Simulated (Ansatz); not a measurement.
Crystal: Ta2N.

```
Ta N
1.0
     3.11286    0.00000    0.00000
    -1.55643    2.69582    0.00000
     0.00000    0.00000    4.86984
Ta N
2 1
Direct
  0.33333 0.66667 0.25471
  0.66667 0.33333 0.74529
  0.00000 0.00000 0.00000
```

The cell comes from a database or a generator and needn't be the stable form of this composition.

* Program: Ansatz 0.2.0
* Task: relaxation of cell and atoms
* Functional: PBEsol
* Potentials or basis: Ansatz PAW
* Cutoff: 420 eV (not typed: the program's choice for these potentials)
* k mesh: 10 × 10 × 6
* Occupations: fermi-dirac, width 0.05 eV
* Spin: no spin polarisation

At the start: volume 13.62 Å³/atom.

Task: How do energy, volume and symmetry change on relaxing?

Result: It ends after 8 steps and the volume is 13.20 Å³/atom (-3.1 %); space group P-3m1 (No. 164, to 0.05 Å).

Step by step:
```tsv
step	energy change (eV)	largest force (eV/Å)	volume (Å³)
1	0.0000	0.2973	40.87
2	-0.0377	0.1700	39.83
3	-0.0404	0.0685	39.57
4	-0.0407	0.0317	39.58
5	-0.0408	0.0065	39.60
6	-0.0388	0.0066	39.60
7	-0.0389	0.0001	39.59
8	-0.0389	0.0003	39.59
```

Final structure:
```yaml
crystal:
  lattice:
    - [3.07712, 0.00000, 0.00000]
    - [-1.53856, 2.66487, 0.00000]
    - [0.00000, 0.00000, 4.82845]
  atoms:
    - { symbol: Ta, position: [0.33333, 0.66667, 0.25378] }
    - { symbol: Ta, position: [0.66667, 0.33333, 0.74622] }
    - { symbol: N, position: [0.00000, 0.00000, 0.00000] }
```

Caveat: the plane-wave basis is chosen anew once the cell has moved, so the energies of steps on either side of that aren't comparable; the PAW data sets come from PBE, with cores solved anew for the run's functional, which leaves a small shift of forces and pressure.
